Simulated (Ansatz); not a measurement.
## Moving the functional in BP

```xyz
2
Lattice="0.0000 2.2690 2.2690 2.2690 0.0000 2.2690 2.2690 2.2690 0.0000" Properties=species:S:1:pos:R:3 pbc="T T T"
P     3.4035    3.4035    3.4035
B     0.0000    0.0000    0.0000
```

Kept alike: task single point; k mesh 8 × 8 × 8; occupations fermi-dirac, width 0.05 eV; no spin polarisation. Program: Ansatz, PAW datasets made for the crystal. Cutoffs run from 280 to 310 eV. The mesh is that of the run's cell of 2 atoms. No spin-orbit coupling.

| run | band gap (eV) | pressure (GPa) |
| --- | --- | --- |
| A | 2.003 | -1.68 |
| B | 2.688 | -1.78 |
| C | 1.276 | 1.10 |

Pressure is positive in compression, with a Pulay correction for the finite cutoff. A gap read on the mesh alone can miss an edge between its points.

The runs differ in the functional (and the cutoff that goes with it) alone: HSE06; PBE; PBE0. Which run is which?

Run A is HSE06; run B is PBE0; run C is PBE. The band gap runs from 1.276 (PBE) to 2.688 eV (PBE0). From PBE: HSE06 +0.727; PBE0 +1.412. The pressure runs from -1.78 (PBE0) to 1.10 GPa (PBE). From PBE: HSE06 -2.78; PBE0 -2.88. A positive pressure means that the functional's own cell is larger than the one given, a negative one that it is smaller.
